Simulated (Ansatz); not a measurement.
MnO: all-electron results

```
Mn O
1.0
     0.00000    2.21971    2.21971
     2.21971    0.00000    2.21971
     2.21971    2.21971    0.00000
Mn O
1 1
Direct
  0.00000 0.00000 0.00000
  0.50000 0.50000 0.50000
```

Atom numbers follow the list: Mn1, O2.

The structure comes from a relaxation in the same program, started in the rocksalt type, and has space group Fm-3m. Whether it is a known phase or the ground state wasn't checked.

Semilocal functionals without U often leave such compounds metallic or with too small a gap, and the real magnetic order may differ.

Other magnetic orders may lie lower; this is the state that the run reached.

Methods: DFT, PBE, all-electron LAPW, scalar-relativistic (Ansatz 0.2.0); DFT, PBE, PAW with Ansatz's default frozen-core files, scalar-relativistic (Ansatz 0.2.0); DFT, PBE, all-electron PAW with datasets made for the crystal, scalar-relativistic (Ansatz 0.2.0).

For LAPW: a Γ-centred 13×13×13 k mesh, Fermi–Dirac smearing of 0.05 eV, basis error target 1 meV/atom, spin-polarised from start moments Mn1 4 μB. PAW takes a cutoff of 420 eV at this cell. The crystal-made all-electron datasets (AE datasets) take a cutoff of 360 eV at this cell. The Ansatz runs share mesh, smearing and spin set-up. Values come from LAPW unless marked.

```yaml
Band_gap: "none: bands cross the Fermi level, a metal"
Moment_of_the_cell: 4.74 μB
Moments_in_the_spheres: Mn1 4.30, O2 0.23 μB
Density_of_states_at_the_Fermi_level_0.2_eV_bin: 1.03 states/eV per cell
Löwdin_charges_with_0.12_e_of_the_cell_spilling_out_of_the_atomic_basis_so_their_sizes_and_signs_hang_on_that_basis: Mn1 1.15, O2 -1.03 e
Bader_charges_from_the_PAW_run: Mn1 +1.37, O2 -1.37 e
Contact_hyperfine_fields_crystal-made_datasets: Mn1 -21.4, O2 24.8 T, core polarisation included, positive along the moment of the spin-up electrons
Volume_per_atom: 10.94 Å³
Pressure_at_this_cell: 0.01 GPa
```
